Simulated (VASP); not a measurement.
# HgSe (w03) (F-43m) in VASP: a series of runs

One crystal, HgSe (w03), is run at these levels: PBE; tasks: single point, relaxation of cell and atoms.

All numbers are computed with VASP 6.6.1; they aren't measurements. Logs are shortened: lines on timing, memory, paths and dates and some standing lists are left out, and cuts for length are marked.

## 1. The structure

The structure is cubic, space group F-43m (No. 216). Conventional cell: a = 6.261 Å, b = 6.261 Å, c = 6.261 Å, α = 90.00°, β = 90.00°, γ = 90.00°. Hg (site symmetry -43m) has 4 Se at 2.71 Å as nearest neighbours. Se (site symmetry -43m) is surrounded by 4 Hg at 2.71 Å.

## 2. Single point, PBE

Input file INCAR:

```
  PREC = Accurate
  ENCUT = 520
  EDIFF = 1E-7
  ISMEAR = 0
  SIGMA = 0.3
  LREAL = False
  LASPH = True
  NELM = 100
  ALGO = Normal
  ISIF = 2
  LWAVE = False
  LCHARG = False
  GGA = PE
  NBANDS = 16
```

Input file KPOINTS:

```
regular mesh
0
Gamma
  12 12 12
```

Input file POSCAR:

```
HgSe
1.0
    0.0000000000      3.1303503678      3.1303503678
    3.1303503678      0.0000000000      3.1303503678
    3.1303503678      3.1303503678      0.0000000000
Hg Se
1 1
Direct
    0.0000000000      0.0000000000      0.0000000000
    0.2500000000      0.2500000000      0.2500000000
```

Potentials or basis: VASP PAW PBE potentials, release 64 (Hg, Se).

Launch:

```bash
cat potpaw_PBE.64/Hg/POTCAR potpaw_PBE.64/Se/POTCAR > POTCAR
mpirun -np 1 vasp_std > vasp.out
```

OUTCAR:

```text
PREC = Accurate
   ENCUT = 520
   EDIFF = 1E-7
   ISMEAR = 0
   LREAL = False
   LASPH = True
   NELM = 100
   ISIF = 2
   GGA = PE

 ion  position               nearest neighbor table
   1  0.000  0.000  0.000-   2 2.71   2 2.71   2 2.71   2 2.71
   2  0.250  0.250  0.250-   1 2.71   1 2.71   1 2.71   1 2.71

  LATTYP: Found a face centered cubic cell.
 ALAT       =     6.2607007356

  Lattice vectors:

 A1 = (   0.0000000000,   3.1303503678,   3.1303503678)
 A2 = (   3.1303503678,   0.0000000000,   3.1303503678)
 A3 = (   3.1303503678,   3.1303503678,   0.0000000000)

Analysis of symmetry for initial positions (statically):
=====================================================================
 Subroutine PRICEL returns:
 Original cell was already a primitive cell.

 Routine SETGRP: Setting up the symmetry group for a
 face centered cubic supercell.

 Subroutine GETGRP returns: Found 24 space group operations
 (whereof 24 operations were pure point group operations)
 out of a pool of 48 trial point group operations.

The static configuration has the point symmetry T_d .

Analysis of symmetry for dynamics (positions and initial velocities):
=====================================================================
 Subroutine PRICEL returns:
 Original cell was already a primitive cell.

 Routine SETGRP: Setting up the symmetry group for a
 face centered cubic supercell.

 Subroutine GETGRP returns: Found 24 space group operations
 (whereof 24 operations were pure point group operations)
 out of a pool of 48 trial point group operations.

The dynamic configuration has the point symmetry T_d .

 Subroutine INISYM returns: Found 24 space group operations
 (whereof 24 operations are pure point group operations),
 and found     1 'primitive' translations

----------------------------------------------------------------------------------------

                                     Primitive cell

  volume of cell :      61.3492

  direct lattice vectors                    reciprocal lattice vectors
     0.000000000  3.130350368  3.130350368    -0.159726529  0.159726529  0.159726529
     3.130350368  0.000000000  3.130350368     0.159726529 -0.159726529  0.159726529
     3.130350368  3.130350368  0.000000000     0.159726529  0.159726529 -0.159726529

  length of vectors
     4.426983945  4.426983945  4.426983945     0.276654464  0.276654464  0.276654464

  position of ions in fractional coordinates (direct lattice)
     0.000000000  0.000000000  0.000000000
     0.250000000  0.250000000  0.250000000

  ion indices of the primitive-cell ions
   primitive index   ion index
                 1           1
                 2           2

----------------------------------------------------------------------------------------

 KPOINTS: regular mesh

Automatic generation of k-mesh.
 Grid dimensions read from file:
 generate k-points for:   12   12   12

 Generating k-lattice:

  Cartesian coordinates                     Fractional coordinates (reciprocal lattice)
    -0.013310544  0.013310544  0.013310544     0.083333333  0.000000000  0.000000000
     0.013310544 -0.013310544  0.013310544     0.000000000  0.083333333  0.000000000
     0.013310544  0.013310544 -0.013310544     0.000000000  0.000000000  0.083333333

  Length of vectors
     0.023054539  0.023054539  0.023054539

  Shift w.r.t. Gamma in fractional coordinates (k-lattice)
     0.000000000  0.000000000  0.000000000

 Subroutine IBZKPT returns following result:
 ===========================================

 Found     72 irreducible k-points:

 Following reciprocal coordinates:
            Coordinates               Weight
  0.000000  0.000000  0.000000      1.000000
  0.083333  0.000000  0.000000      8.000000
  0.166667  0.000000  0.000000      8.000000
  0.250000  0.000000  0.000000      8.000000
  0.333333  0.000000  0.000000      8.000000
  0.416667  0.000000  0.000000      8.000000
[... 16 lines left out ...]
  0.500000  0.166667  0.000000     24.000000
 -0.416667  0.166667  0.000000     24.000000
 [... further k-points ...]
   k-points           NKPTS =     72   k-points in BZ     NKDIM =     72   number of bands    NBANDS=     16
   number of dos      NEDOS =    301   number of ions     NIONS =      2
   total plane-waves  NPLWV =  46656
   dimension x,y,z NGX =    36 NGY =   36 NGZ =   36
   dimension x,y,z NGXF=    72 NGYF=   72 NGZF=   72
   ions per type =               1   1
   NGX,Y,Z   is equivalent  to a cutoff of  13.52, 13.52, 13.52 a.u.
   NGXF,Y,Z  is equivalent  to a cutoff of  27.04, 27.04, 27.04 a.u.
 SYSTEM =  unknown system
   PREC   = accura    normal or accurate (medium, high low for compatibility)
   ISTART =      0    job   : 0-new  1-cont  2-samecut
   ICHARG =      2    charge: 1-file 2-atom 10-const
   ISPIN  =      1    spin polarized calculation?
   LNONCOLLINEAR =      F non collinear calculations
   LSORBIT =      F    spin-orbit coupling
   LASPH  =      T    aspherical Exc in radial PAW
   ENCUT  =  520.0 eV  38.22 Ry    6.18 a.u.   8.23  8.23  8.23*2*pi/ulx,y,z
   NELM   =    100;   NELMIN=  2; NELMDL= -5     # of ELM steps
   EDIFF  = 0.1E-06   stopping-criterion for ELM
   LREAL  =      F    real-space projection
   EDIFFG = 0.1E-05   stopping-criterion for IOM
   NSW    =      0    number of steps for IOM
   IBRION =     -1    ionic relax: 0-MD 1-quasi-New 2-CG
   NFREE  =      0    steps in history (QN), initial steepest desc. (CG)
   ISIF   =      2    stress and relaxation
   ISYM   =      2    0-nonsym 1-usesym 2-fastsym
   POTIM  = 0.5000    time-step for ionic-motion
   TEBEG  =    0.0;   TEEND  =   0.0 temperature during run
   PSTRESS=    0.0 pullay stress
   NELECT =      18.0000    total number of electrons
   NUPDOWN=      -1.0000    fix difference up-down
   EMIN   =  10.00;   EMAX   =-10.00  energy-range for DOS
   EFERMI =   0.00;   METHOD = LEGACY
   ISMEAR =     0;   SIGMA  =   0.30  broadening in eV -4-tet -1-fermi 0-gaus
   EFERMI_NEDOS =   21; number of points for ismear=-14 and -15
   IALGO  =     38    algorithm
   IMIX   =      4    mixing-type and parameters
     AMIX     =   0.40;   BMIX     =  1.00
     AMIX_MAG =   1.60;   BMIX_MAG =  1.00
  volume/ion in A,a.u.               =      30.67       207.00
  Fermi-wavevector in a.u.,A,eV,Ry     =   1.087834  2.055709 16.100907  1.183383
  Thomas-Fermi vector in A             =   2.224002
   LORBIT       =      0    0 simple, 1 ext, 2 COOP (PROOUT), +10 PAW based schemes
   GGA     = PE    functional components
   LHFCALC =     F    Hartree Fock is set to
   AEXX    =    0.0000 exact exchange contribution
   IVDW    =     0    specifies the selected vdW correction
   LEPSILON=     F    determine dielectric tensor
   LRPA    =     F    only Hartree local field effects (RPA)
 non-spin polarized calculation
 Gauss-broadening in eV      SIGMA  =   0.30
  energy-cutoff  :      520.00
  volume of cell :       61.35
 maximum number of plane-waves:      1676
 NGX is ok and might be reduce to    36
   NGX = 17   NGY = 17   NGZ = 17

 number of electron      18.0000002 magnetization

 Free energy of the ion-electron system (eV)
  ---------------------------------------------------
  ext. energy  EPLUGINS =         0.00000000
  ---------------------------------------------------
  free energy    TOTEN  =        -4.09026640 eV

  energy without entropy =       -4.08708946  energy(sigma->0) =       -4.08867793

 E-fermi :   1.1734     XC(G=0):  -8.6460

 val. band max:        0.9495186034   @ k =   0.0000   0.0000   0.0000
 cond. band min:       1.2715156075   @ k =   0.0833   0.0000   0.0000
 fundamental gap:      0.3219970040
 Fermi energy:         1.1733743308

 k-point     1 :       0.0000    0.0000    0.0000
  band No.  band energies     occupation
      1     -11.9374      2.00000
      2      -5.7349      2.00000
      3      -5.7349      2.00000
      4      -5.7349      2.00000
      5      -5.1314      2.00000
      6      -5.1314      2.00000
[... 8 lines left out ...]
     15      12.1018      0.00000
     16      12.1018      0.00000

 k-point     2 :       0.0833    0.0000    0.0000
  band No.  band energies     occupation
      1     -11.9128      2.00000
      2      -5.7233      2.00000
      3      -5.7233      2.00000
      4      -5.7219      2.00000
      5      -5.1323      2.00000
      6      -5.1323      2.00000
[... 8 lines left out ...]
     15      11.6021      0.00000
     16      11.6021      0.00000

 k-point     3 :       0.1667    0.0000    0.0000
  band No.  band energies     occupation
      1     -11.8446      2.00000
      2      -5.6924      2.00000
      3      -5.6924      2.00000
      4      -5.6731      2.00000
      5      -5.1329      2.00000
      6      -5.1329      2.00000
[... 8 lines left out ...]
     15      11.1412      0.00000
     16      11.1412      0.00000

 k-point     4 :       0.2500    0.0000    0.0000
  band No.  band energies     occupation
      1     -11.7493      2.00000
      2      -5.6536      2.00000
      3      -5.6536      2.00000
      4      -5.5641      2.00000
      5      -5.1283      2.00000
      6      -5.1283      2.00000
[... 8 lines left out ...]
     15      11.0495      0.00000
     16      11.0495      0.00000
[... 324 lines left out ...]
 k-point    22 :       0.4167    0.1667    0.0000
  band No.  band energies     occupation
      1     -11.5719      2.00000
      2      -5.5948      2.00000
      3      -5.5352      2.00000
      4      -5.3176      2.00000
      5      -5.0829      2.00000
      6      -5.0757      2.00000
[... 8 lines left out ...]
     15      12.1197      0.00000
     16      12.6277      0.00000

 k-point    23 :       0.5000    0.1667    0.0000
  band No.  band energies     occupation
      1     -11.5203      2.00000
      2      -5.5745      2.00000
      3      -5.5267      2.00000
      4      -5.1903      2.00000
      5      -5.0877      2.00000
      6      -4.9017      2.00000
[... 8 lines left out ...]
     15      12.1815      0.00000
     16      12.7198      0.00000

 k-point    24 :      -0.4167    0.1667    0.0000
  band No.  band energies     occupation
      1     -11.5137      2.00000
      2      -5.5668      2.00000
      3      -5.5353      2.00000
      4      -5.1430      2.00000
      5      -5.1067      2.00000
      6      -4.8558      2.00000
[... 8 lines left out ...]
     15      11.8896      0.00000
     16      12.1310      0.00000

 [... further k-points ...]
[... 5 lines left out ...]
  --------------------------------------------------------------------------------------
  -------------------------------------------------------------------------------------
  Total        0.0674410      0.0674410      0.0674410      0.0000000      0.0000000      0.0000000
  in kB        1.7612679      1.7612679      1.7612679      0.0000000      0.0000000      0.0000000
  external PRESSURE =       1.7612679 kB  Pullay stress =       0.0000000 kB

 VOLUME and BASIS-vectors are now :
 -----------------------------------------------------------------------------
  energy-cutoff  :      520.00
  volume of cell :       61.35
      direct lattice vectors                 reciprocal lattice vectors
     0.000000000  3.130350368  3.130350368    -0.159726529  0.159726529  0.159726529
     3.130350368  0.000000000  3.130350368     0.159726529 -0.159726529  0.159726529
     3.130350368  3.130350368  0.000000000     0.159726529  0.159726529 -0.159726529

 POSITION                                       TOTAL-FORCE (eV/Angst)
 -----------------------------------------------------------------------------------
      0.00000      0.00000      0.00000        -0.000000     -0.000000     -0.000000
      1.56518      1.56518      1.56518         0.000000      0.000000      0.000000
 -----------------------------------------------------------------------------------
    total drift:                               -0.000000     -0.000000     -0.000000

  FREE ENERGIE OF THE ION-ELECTRON SYSTEM (eV)
  ---------------------------------------------------
  free  energy   TOTEN  =        -4.0902664021 eV

  energy  without entropy=       -4.0870894624  energy(sigma->0) =       -4.08867793
```

It took 64 s on 1 thread of Intel Xeon Platinum 8488C (Sapphire Rapids), shared host; peak memory 0.24 GiB.

What came out:

```
Free energy            : -4.0903 eV
Pressure               : 0.2 GPa
Band gap on the k mesh : none (metal or under the smearing width)
```

## 3. Relaxation of cell and atoms, PBE

Input file INCAR:

```
PREC = Accurate ; ENCUT = 600
EDIFF = 1E-6 ; ISMEAR = 0
SIGMA = 0.3 ; LREAL = F
LASPH = T ; NELM = 100
ALGO = Normal ; ISIF = 3
LWAVE = F ; LCHARG = F
GGA = PE ; IBRION = 2
NSW = 100 ; EDIFFG = -0.002
```

KPOINTS is that of step 2.

POSCAR is that of step 2.

Potentials or basis: VASP PAW PBE potentials, release 64 (Hg, Se).

Launch:

```bash
cat potpaw_PBE.64/Hg/POTCAR potpaw_PBE.64/Se/POTCAR > POTCAR
mpirun -np 1 vasp_std > vasp.out
```

OUTCAR:

```text
PREC = Accurate
   ENCUT = 600
   EDIFF = 1E-6
   ISMEAR = 0
   LREAL = F
   LASPH = T
   NELM = 100
   ISIF = 3
   GGA = PE
   IBRION = 2
   NSW = 100
   EDIFFG = -0.002

 ion  position               nearest neighbor table
   1  0.000  0.000  0.000-   2 2.71   2 2.71   2 2.71   2 2.71
   2  0.250  0.250  0.250-   1 2.71   1 2.71   1 2.71   1 2.71

  LATTYP: Found a face centered cubic cell.
 ALAT       =     6.2607007356

  Lattice vectors:

 A1 = (   0.0000000000,   3.1303503678,   3.1303503678)
 A2 = (   3.1303503678,   0.0000000000,   3.1303503678)
 A3 = (   3.1303503678,   3.1303503678,   0.0000000000)

Analysis of symmetry for initial positions (statically):
=====================================================================
 Subroutine PRICEL returns:
 Original cell was already a primitive cell.
[... 295 lines left out ...]
 fundamental gap:      0.3196856487
 Fermi energy:         1.1364169405

 k-point     1 :       0.0000    0.0000    0.0000
  band No.  band energies     occupation
      1     -11.9482      2.00000
      2      -5.7502      2.00000
      3      -5.7502      2.00000
      4      -5.7502      2.00000
      5      -5.1531      2.00000
      6      -5.1531      2.00000
      7      -0.1359      2.00000
      8       0.9126      1.70862
      9       0.9126      1.70862
     10       0.9126      1.70862
     11       6.5063      0.00000
     12       6.5063      0.00000
     13       6.5063      0.00000
[... 354 lines left out ...]
  band No.  band energies     occupation
      1     -11.5289      2.00000
      2      -5.5834      2.00000
      3      -5.5525      2.00000
      4      -5.1644      2.00000
      5      -5.1287      2.00000
      6      -4.8798      2.00000
      7      -3.8426      2.00000
      8      -0.8468      2.00000
      9      -0.0951      2.00000
     10       2.9924      0.00000
     11       6.4804      0.00000
     12       7.6441      0.00000
     13       7.6740      0.00000

 [... further k-points ...]
[... 5 lines left out ...]
  --------------------------------------------------------------------------------------
  -------------------------------------------------------------------------------------
  Total        0.0033546      0.0033546      0.0033546      0.0000000      0.0000000      0.0000000
  in kB        0.0872335      0.0872335      0.0872335      0.0000000      0.0000000      0.0000000
  external PRESSURE =       0.0872335 kB  Pullay stress =       0.0000000 kB
[... 17 lines left out ...]
  FREE ENERGIE OF THE ION-ELECTRON SYSTEM (eV)
  ---------------------------------------------------
  free  energy   TOTEN  =        -4.0905755400 eV

  energy  without entropy=       -4.0873547861  energy(sigma->0) =       -4.08896516

 reached required accuracy - stopping structural energy minimisation
```

It took 1.8 min on 1 thread of Intel Xeon Platinum 8488C (Sapphire Rapids), shared host; peak memory 0.26 GiB.

What came out:

```
Free energy                            : -4.0906 eV
Relaxed volume                         : 30.81 Å³/atom
Relaxed cell                           : a = 4.433 Å, b = 4.433 Å, c = 4.433 Å, α = 60.00°, β = 60.00°, γ = 60.00°
Space group after relaxing (to 0.05 Å) : F-43m (No. 216)
Energy gained by relaxing              : 0.1 meV/atom
Ionic steps                            : 4
Pressure after relaxing                : 0.0 GPa
Band gap on the k mesh                 : none (metal or under the smearing width)
```

Step by step:
```
step  energy change (eV)  largest force (eV/Å)  pressure (GPa)  volume (Å³)
   1              0.0000                0.0000            0.22        61.35
   2             -0.0002                0.0000           -0.04        61.72
   3             -0.0002                0.0000           -0.03        61.65
   4             -0.0002                0.0000            0.01        61.61
```

Final structure:
```xyz
2
Lattice="0.0000 3.1348 3.1348 3.1348 0.0000 3.1348 3.1348 3.1348 0.0000" Properties=species:S:1:pos:R:3 pbc="T T T"
Hg    0.0000    0.0000    0.0000
Se    1.5674    1.5674    1.5674
```

[end of part 1 of 2]
